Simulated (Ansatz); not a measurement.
# BAs: electron localisation function with LDA+D4

BAs:

```
CELL_PARAMETERS angstrom
0.00000 2.38850 2.38850
2.38850 0.00000 2.38850
2.38850 2.38850 0.00000
ATOMIC_POSITIONS crystal
As 0.75000 0.75000 0.75000
B 0.00000 0.00000 0.00000
```

| Property | Result |
| --- | --- |
| Program | Ansatz 0.2.0 |
| Task | electron localisation function |
| Functional | LDA |
| Dispersion | D4 |
| Potentials or basis | Ansatz PAW |
| Cutoff | 420 eV (not typed: the program's choice for these potentials) |
| k mesh | 10 × 10 × 10 |
| Occupations | tetrahedron |
| Spin | spin-orbit coupling, no magnetisation |

* Pressure: -8.3 GPa
* Band gap on the k mesh: 1.29 eV, indirect (least direct gap 3.24 eV)

Levels at points of the mesh, in eV from the valence-band top:
| k point | band 15 | band 16 | band 17 | band 18 | band 19 | band 20 | band 21 | band 22 |
| --- | --- | --- | --- | --- | --- | --- | --- | --- |
| (0.05, 0.05, 0.05) | -0.11 | -0.11 | 0.00 | 0.00 | 3.24 | 3.24 | 3.43 | 3.43 |

Wall time 15 s on 1 thread of Arm Neoverse V2 (shared host), peak memory 0.45 GiB.

Caveat: the PAW data sets come from PBE, with cores solved anew for the run's functional, which leaves a small shift of forces and pressure; with tetrahedron occupations forces and stress needn't match the slope of the energy; the dispersion damping was fitted for another functional or another form of the correction. A k mesh can miss the band edges.
